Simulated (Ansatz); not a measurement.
## Which way does CaO + ZnS ⇌ CaS + ZnO run?

Plane-wave DFT in Ansatz with scalar-relativistic PAW potentials, cutoff 420 eV, Γ-centred meshes chosen by cell and gap, Gaussian smearing with energies taken to zero width. Every cell was relaxed (cell and atoms) in a run of its own, within the symmetry of its start. Functional: PBE+D3(BJ).

Total energies hold large constants for each element; a whole number of eV per atom of each element is taken off below, which cancels in a balanced reaction.

```tsv
compound	lowest structure computed	structures tried	V (Å³/atom)	gap on mesh (eV)	E (eV per formula unit, common shift removed)
CaO	Fm-3m	1	13.68	3.65	-6.2671
ZnS	F-43m	5	19.41	2.18	-2.3489
CaS	Fm-3m	1	22.36	2.29	-4.9396
ZnO	P6_3mc	3	12.06	0.78	-3.2842
```

Problem. Work out the reaction energy at 0 K.

Solution. ΔE = E(CaS) + E(ZnO) − E(CaO) − E(ZnS) = 0.392 eV, or 38 kJ per mole of reaction (98 meV/atom). The left side is lower: Ca takes O and Zn takes S. Pauling's electronegativities (Ca 1.0, Zn 1.65; O 3.44, S 2.58) would pair Ca with O, the most ionic bond; the result follows that. All four are computed as solids; where they are solids at ordinary conditions entropy changes little. A lower structure that wasn't tried would shift the value, and mixed crystals may lie lower than either side.